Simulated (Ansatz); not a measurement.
# GaAs: the cost of one run

Computed with Ansatz 0.2.0 (DFT r2SCAN, scalar-relativistic, plane waves, PAW, unless a step's input says otherwise).

**1. The structure to begin with**

The structure is cubic, space group Pa-3 (No. 205). Conventional cell: a = 7.053 Å, b = 7.053 Å, c = 7.053 Å, α = 90.00°, β = 90.00°, γ = 90.00°. Around Ga (site symmetry 3) lie 4 As at 2.45 to 2.54 Å. As (site symmetry 3) has 4 Ga at 2.45 to 2.54 Å as nearest neighbours.

Structure file:

```
CELL_PARAMETERS angstrom
7.05311 0.00000 0.00000
0.00000 7.05311 0.00000
0.00000 0.00000 7.05311
ATOMIC_POSITIONS crystal
Ga 0.34164 0.34164 0.34164
Ga 0.15836 0.65836 0.84164
Ga 0.84164 0.15836 0.65836
Ga 0.65836 0.84164 0.15836
Ga 0.65836 0.65836 0.65836
Ga 0.84164 0.34164 0.15836
Ga 0.15836 0.84164 0.34164
Ga 0.34164 0.15836 0.84164
As 0.14098 0.14098 0.14098
As 0.35901 0.85901 0.64099
As 0.64099 0.35901 0.85901
As 0.85901 0.64099 0.35901
As 0.85901 0.85901 0.85901
As 0.64099 0.14098 0.35901
As 0.35901 0.64099 0.14098
As 0.14098 0.35901 0.64099
```

This is candidate A: structure listed in a database for this formula (Pa-3, No. 205).

(A quick probe on a coarse mesh, which set the mesh and smearing, is not shown.)

**3. Relaxing cell and atoms (candidate A)**

File input.yaml:

```yaml
crystal:
  lattice:
    - [7.053114, 0.0, 0.0]
    - [0.0, 7.053114, 0.0]
    - [0.0, 0.0, 7.053114]
  atoms:
    - { symbol: Ga, position: [0.341641, 0.341641, 0.341641] }
    - { symbol: Ga, position: [0.158359, 0.658359, 0.841641] }
    - { symbol: Ga, position: [0.841641, 0.158359, 0.658359] }
    - { symbol: Ga, position: [0.658359, 0.841641, 0.158359] }
    - { symbol: Ga, position: [0.658359, 0.658359, 0.658359] }
    - { symbol: Ga, position: [0.841641, 0.341641, 0.158359] }
    - { symbol: Ga, position: [0.158359, 0.841641, 0.341641] }
    - { symbol: Ga, position: [0.341641, 0.158359, 0.841641] }
    - { symbol: As, position: [0.140985, 0.140985, 0.140985] }
    - { symbol: As, position: [0.359015, 0.859015, 0.640985] }
    - { symbol: As, position: [0.640985, 0.359015, 0.859015] }
    - { symbol: As, position: [0.859015, 0.640985, 0.359015] }
    - { symbol: As, position: [0.859015, 0.859015, 0.859015] }
    - { symbol: As, position: [0.640985, 0.140985, 0.359015] }
    - { symbol: As, position: [0.359015, 0.640985, 0.140985] }
    - { symbol: As, position: [0.140985, 0.359015, 0.640985] }
basis:
  ecutwfc: 500
kpoints:
  mp_grid: { grid: [6, 6, 6] }
hamiltonian:
  xc: r2scan
scf:
  occupations: { method: gaussian, width: 0.1 }
output:
  forces: true
  stress: true
  eigenvalues: true
relax:
  adjacent_minimum: "off"
  f_tol: 0.01
  max_steps: 80
  cell: { stress_tol: 0.05 }
```

Launch:

```
> ansatz run input.yaml --threads 1 --pin off --max-ram 3072MiB --backend cpu --events-out ev --progress --plain --runs-dir out
```

**Question.** How long does this run take on 1 thread of Arm Neoverse V2, shared host, and how much memory does it need?

About 10 min, with a peak of 1.7 GiB.
